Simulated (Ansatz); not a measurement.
## SiC: field gradients at two levels of theory

Cell: an entry of the Crystallography Open Database (COD) whose atoms were relaxed with PBE, the cell held.

Space group P6_3mc (No. 186); a = 3.0790, c = 20.1460 Å, γ = 120.00°.

| site | Wyckoff | site symmetry | x | y | z |
| --- | --- | --- | --- | --- | --- |
| Si1 | 2b | 3m. | 0.3333 | 0.6667 | 0.2501 |
| Si3 | 2b | 3m. | 0.3333 | 0.6667 | 0.6250 |
| Si5 | 2a | 3m. | 0.0000 | 0.0000 | 0.0001 |
| Si7 | 2b | 3m. | 0.3333 | 0.6667 | 0.8752 |
| C9 | 2b | 3m. | 0.3333 | 0.6667 | 0.9689 |
| C11 | 2a | 3m. | 0.0000 | 0.0000 | 0.0939 |
| C13 | 2b | 3m. | 0.3333 | 0.6667 | 0.3441 |
| C15 | 2b | 3m. | 0.3333 | 0.6667 | 0.7187 |

One atom of each set is listed.

First run. All values are calculated (Ansatz; DFT, PBE, plane waves and PAW, scalar-relativistic, 420 eV cutoff, Γ-centred 10×10×2 k-points, Fermi–Dirac smearing 0.02 eV), not measured.

```tsv
site	V_zz (10²¹ V/m²)	η
Si1	-0.092	0.00
Si3	0.17	0.00
Si5	0.13	0.00
Si7	0.22	0.00
C13	0.21	0.00
C15	0.054	0.00
```

Second run. The same atoms and settings, except that the functional is r2SCAN and the cutoff is 500 eV.

Problem. What does the second run give?

Solution. 

```tsv
site	V_zz	η	change of V_zz
Si1	-0.085	0.00	+0.01
Si3	0.17	0.00	0.00
Si5	0.13	0.00	0.00
Si7	0.24	0.00	+0.02
C13	0.21	0.00	0.00
C15	0.046	0.00	-0.01
```

No V_zz moves by more than 0.03. Sites with |V_zz| of 0.02 or less aren't listed.
